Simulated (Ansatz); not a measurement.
A run of Ansatz 0.2.0 is set up as follows.

File input.yaml:

```yaml
crystal:
  lattice: { a: 2.7820256321, b: 2.8067259037, c: 2.8120314544, alpha: 58.4070462126, beta: 59.3637777521, gamma: 58.4763331432 }
  atoms:
    - { symbol: Pt, position: [0.007437, -0.018456, -0.001524], spin: 0.5 }
kpoints:
  mp_grid: { grid: [12, 12, 12] }
  band_path:
    path: [[-0.5, -0.5, -0.5], [0.0, 0.0, 0.0], [0.0, 0.0, 0.5]]
    npoints: 10
scf:
  occupations: { method: cold, width: 0.05 }
hamiltonian:
  xc: pbesol
  pseudopotentials: { kind: all_electron, lapw: { basis_error: 0.001 } }
magnetization:
  spin_polarized: true
output:
  forces: true
  stress: true
  eigenvalues: true
  fatbands: true
  dos: { projected: true, de: 0.1, e_range: [-10, 8] }
  populations: true
```

Potentials or basis: all-electron LAPW, scalar-relativistic.

The run is started by

```console
$ ansatz run input.yaml --threads 1 --pin off --max-ram 2560MiB --backend cpu --events-out ev --progress --plain --runs-dir out
```

(1) Estimate the absolute moment.

(2) What does it give for the band gap along the path?

Results:

(1) 0.00 μB per cell.

(2) none (metal or under the smearing width).

Caveat: spin-orbit coupling is left out, which moves the levels of the heavy elements; the starting moments weren't kept.
